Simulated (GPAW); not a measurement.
# Si (I4_1/amd) in GPAW: convergence with convergence criteria

Aim: find how far convergence criteria must go before the results for Si settle, at PBE. This setting moves, with any that are tied to it; all else stays.

Everything below comes from runs of GPAW 26.7.0. Logs are shortened: lines on timing, memory, paths and dates and some standing lists are left out, and cuts for length are marked. The log counts tension as positive stress, the text compression.

## 1. The structure

Symmetry: I4_1/amd, No. 141, tetragonal system. Conventional cell: a = 4.743 Å, b = 4.743 Å, c = 2.659 Å, α = 90.00°, β = 90.00°, γ = 90.00°. Si (site symmetry -4m2) is surrounded by 6 Si at 2.46 to 2.66 Å.

This isn't the form of Si at room conditions, which is diamond.

## 2. With convergence criteria density=0.001 energy=0.01 eigenstates=0.0001

Contents of run.py:

```python
from ase.dft.bandgap import bandgap
from ase.io import read, write
from ase.units import GPa
from gpaw import GPAW, PW

atoms = read('POSCAR')

calc = GPAW(mode=PW(600),
            xc='PBE',
            kpts={'size': (9, 9, 9), 'gamma': True},
            occupations={'name': 'fermi-dirac', 'width': 0.05},
            nbands=11,
            convergence={'density': 0.001, 'energy': 0.01, 'eigenstates': 0.0001},
            maxiter=100,
            txt='gpaw.txt')
atoms.calc = calc
energy = atoms.get_potential_energy()
forces = atoms.get_forces()
stress = atoms.get_stress()
calc.write('gs.gpw')
write('result.traj', atoms)
print(f'Energy: {energy:.6f} eV')
print('Forces (eV/A):')
print(forces.round(4))
print('Stress (GPa):', (stress / GPa).round(3))
print('Fermi level:', round(calc.get_fermi_level(), 4), 'eV')
print(f'Gap: {bandgap(calc)[0]:.4f} eV, direct: {bandgap(calc, direct=True)[0]:.4f} eV')
```

Contents of POSCAR:

```
Si
1.0
   -2.3713723045      2.3713723045      1.3292653899
    2.3713723045     -2.3713723045      1.3292653899
    2.3713723045      2.3713723045     -1.3292653899
Si
2
Direct
    0.5000000000      0.5000000000      0.0000000000
    0.2500000000      0.7500000000      0.5000000000
```

Potentials or basis: GPAW PAW data sets (gpaw-data 1.2.1), pw.

Run with:

```
> OMP_NUM_THREADS=1 python run.py
```

It took 13 s on 1 thread of Arm Neoverse V1, shared host; peak memory 0.15 GiB.

Results:

```
Free energy            : -10.2159 eV
Pressure               : 3.8 GPa
Band gap on the k mesh : none (metal or under the smearing width)
```

## 3. With convergence criteria default

run.py: that of step 2 with these lines changed.

```diff
@@ -12,3 +12,2 @@
             nbands=11,
-            convergence={'density': 0.001, 'energy': 0.01, 'eigenstates': 0.0001},
             maxiter=100,
```

POSCAR is that of step 2.

Potentials or basis: GPAW PAW data sets (gpaw-data 1.2.1), pw.

Run with:

```
> OMP_NUM_THREADS=1 python run.py
```

Run time: 17 s. Hardware: 1 thread of Arm Neoverse V1, shared host; peak memory 0.15 GiB.

The run converged. Its results:

- Free energy: -10.2159 eV
- Pressure: 3.8 GPa
- Band gap on the k mesh: none (metal or under the smearing width)

## 4. With convergence criteria density=1e-05 energy=1e-05

run.py: that of step 3 with these lines changed.

```diff
@@ -12,2 +12,3 @@
             nbands=11,
+            convergence={'density': 1e-05, 'energy': 1e-05},
             maxiter=100,
```

POSCAR is that of step 3.

Run with:

```
> OMP_NUM_THREADS=1 python run.py
```

Wall time 18 s (1 thread of Arm Neoverse V1, shared host); peak memory 0.15 GiB.

It converged, with:

- Free energy: -10.2159 eV
- Pressure: 3.8 GPa
- Band gap on the k mesh: none (metal or under the smearing width)

## 5. With convergence criteria density=1e-05 forces=0.0001

run.py: that of step 4 with these lines changed.

```diff
@@ -12,3 +12,3 @@
             nbands=11,
-            convergence={'density': 1e-05, 'energy': 1e-05},
+            convergence={'density': 1e-05, 'forces': 0.0001},
             maxiter=100,
```

POSCAR is that of step 4.

Run with:

```
> OMP_NUM_THREADS=1 python run.py
```

Wall time 19 s (1 thread of Arm Neoverse V1, shared host); peak memory 0.15 GiB.

Results (log left out):

```yaml
Free_energy: -10.2159 eV
Pressure: 3.8 GPa
Band_gap_on_the_k_mesh: none (metal or under the smearing width)
```

## 6. With convergence criteria density=1e-06 energy=1e-06 eigenstates=1e-10

run.py: that of step 5 with these lines changed.

```diff
@@ -12,3 +12,3 @@
             nbands=11,
-            convergence={'density': 1e-05, 'forces': 0.0001},
+            convergence={'density': 1e-06, 'energy': 1e-06, 'eigenstates': 1e-10},
             maxiter=100,
```

POSCAR is that of step 5.

Potentials or basis: GPAW PAW data sets (gpaw-data 1.2.1), pw.

Run with:

```
> OMP_NUM_THREADS=1 python run.py
```

gpaw.txt:

```text
__  _  _
 | _ |_)|_||  |
 |__||  | ||/\| - 26.7.0

Input parameters:
  mode=PW(ecut=600.0),
  convergence={'density': 1e-06, 'energy': 1e-06, 'eigenstates': 1e-10},
  kpts=MonkhorstPack(size=(9, 9, 9), gamma=True),
  maxiter=100,
  nbands=11,
  occupations=Occupations(name='fermi-dirac', width=0.05),
  xc=XC(name='PBE')

Diagonalizing LCAO Hamiltonian
Converting LCAO to pw mode

       Si    Si

Atoms  # Å, Bohr magnetons
|   | symbol |        x |        y |        z |    initial magnetic moments |
|---|--------|----------|----------|----------|-----------------------------|
| 0 |     Si | 0.000000 | 0.000000 | 1.329265 | ( 0.0000,  0.0000,  0.0000) |
| 1 |     Si | 2.371372 | 0.000000 | 0.664633 | ( 0.0000,  0.0000,  0.0000) |

Unit cell  # Å
| periodic |         x |         y |         z |  lengths |     angles |
|----------|-----------|-----------|-----------|----------|------------|
|      yes | -2.371372 |  2.371372 |  1.329265 | 3.607459 |  97.803451 |
|      yes |  2.371372 | -2.371372 |  1.329265 | 3.607459 |  97.803451 |
|      yes |  2.371372 |  2.371372 | -1.329265 | 3.607459 | 136.756567 |

Number of symmetries: 8
Symmetry operations  # r_c * U_cc + t_c -> r_c
|   | kind |            matrix            |
|---|------|------------------------------|
| 0 |  σ   |  1, 1, 1,  0, 0,-1,  0,-1, 0 |
| 1 |  E   |  1, 0, 0,  0, 1, 0,  0, 0, 1 |
| 2 |  C2  |  0, 1, 0,  1, 0, 0, -1,-1,-1 |
| 3 |  S4  |  0, 0, 1, -1,-1,-1,  0, 1, 0 |
| 4 |  σ   |  0, 0,-1,  1, 1, 1, -1, 0, 0 |
| 5 |  C2  |  0,-1, 0, -1, 0, 0,  0, 0,-1 |
| 6 |  C2  | -1, 0, 0,  0,-1, 0,  1, 1, 1 |
| 7 |  S4  | -1,-1,-1,  0, 0, 1,  1, 0, 0 |

BZ-sampling:
  Number of BZ points: 729
  Number of IBZ points: 75

  Monkhorst-Pack size: [9, 9, 9]
  Monkhorst-Pack shift: [0, 0, 0]

K-points  # in reciprocal-cell coordinates
|     |                                coordinates |     weight |
|-----|--------------------------------------------|------------|
[... 60 lines left out ...]

Reference energy: -15772.688500  # eV

eigensolver:
  PPCG
  Converge bands: occupied
  niter=2

density mixing:
  MSR1-Mixer
  Pratt-step length: 0.05
  Maximum mixing coefficient: 0.75
  Old densities: 10
  SVD Regularization: 0.005
  Good broyden scale: 1.0
  Trust region scale: 1.0
  Backstep threshold: 4.0
  History deletion threshold: 6.0
  Fourier metric: weight=20.0, sigma=0.015

occupation numbers:
  Fermi-Dirac:
    width: 0.0500  # eV

poisson solver:
  ecut: 4800.0  # eV

xc functional:
  name: PBE with 2 nearest neighbor stencil

convergence criteria:
- Maximum integral of absolute [dens]ity change: 1e-06 electrons / valence electron
- Maximum [total energy] change in last 3 cyles: 1e-06 eV / valence electron
- Maximum integral of absolute [eigenst]ate change: 1e-10 eV^2 / valence electron
maximum number of iterations: 100

SCF iterations
|iter     | |      energy | eigst |  dens |
|---------|-|-------------|-------|-------|
|iter:   1| |  -10.175753 | -0.12 |       |
|iter:   2| |  -10.180927 | -3.14 | -1.08 |
|iter:   3| |  -10.209599 | -3.17 | -1.11 |
|iter:   4| |  -10.213205 | -3.87 | -1.59 |
|iter:   5| |  -10.213198 | -6.17 | -2.73 |
|iter:   6| |  -10.213198c| -8.32 | -3.65 |
|iter:   7| |  -10.213198c| -8.53 | -4.11 |
|iter:   8| |  -10.213198c|-10.89c| -5.34 |
|iter:   9| |  -10.213198c|-10.64c| -5.76 |
|iter:  10| |  -10.213198c|-10.92c| -6.10c|

Converged in 10 steps
Energy contributions relative to reference atoms: (reference = -15772.688500)

Energy contributions:
  Kinetic:          12.298255
  Coulomb:          -9.061889
  Zero:             -0.035204
  External:          0.000000
  Xc:              -13.411621
  Entropy:          -0.005480
  Spinorbit:         0.000000
  ----------------------------
  Free energy:     -10.215938
  Extrapolated:    -10.213198

dipole moment: (-0.851548, -9.480213, 2.895715)  # |e|*Ang

Fermi level: 8.738
Eigenvalues  # (at kpt = [0.000, 0.000, 0.000])
| band index |      eig [eV] | occ [0-2] |
|------------|---------------|-----------|
|          0 |        -5.200 |     2.000 |
|          1 |         6.268 |     2.000 |
|          2 |         6.268 |     2.000 |
|          3 |         6.969 |     2.000 |
|          4 |        10.266 |     0.000 |
|          5 |        16.250 |     0.000 |
|          6 |        17.851 |     0.000 |
|          7 |        17.871 |     0.000 |
|          8 |        17.871 |     0.000 |
|          9 |        18.984 |     0.000 |
|         10 |        19.438 |     0.000 |

No gap
No difference between direct/indirect transitions

Forces  # eV/Ang
|        x |        y |       z |
|----------|----------|---------|
|  0.00000 |  0.00000 | 0.00000 |  # Si   0
| -0.00000 | -0.00000 | 0.00000 |  # Si   1

Stress tensor  # eV/Ang^3
|         x |         y |         z |
|-----------|-----------|-----------|
| -0.025160 |  0.000000 | -0.000000 |
|  0.000000 | -0.025160 |  0.000000 |
| -0.000000 |  0.000000 | -0.020048 |

# Writing to gs.gpw (mode='')
```

It took 22 s on 1 thread of Arm Neoverse V1, shared host; peak memory 0.15 GiB.

Results:

- Free energy: -10.2159 eV
- Pressure: 3.8 GPa
- Band gap on the k mesh: none (metal or under the smearing width)

## 7. Result

```csv
convergence criteria,"energy less the tightest run, at zero smearing (meV/atom)",SCF cycles,CPU time (s),peak memory (GiB)
density=0.001 energy=0.01 eigenstates=0.0001,0.00,6,13,0.15
default,0.00,7,17,0.15
density=1e-05 energy=1e-05,0.00,8,18,0.15
density=1e-05 forces=0.0001,0.00,9,19,0.15
density=1e-06 energy=1e-06 eigenstates=1e-10,0.00,10,22,0.15
```

Against the tightest run, the energy stays within 1 meV/atom from density=0.001 energy=0.01 eigenstates=0.0001 on. The tightest run that finished is the yardstick and may itself not be fully converged.
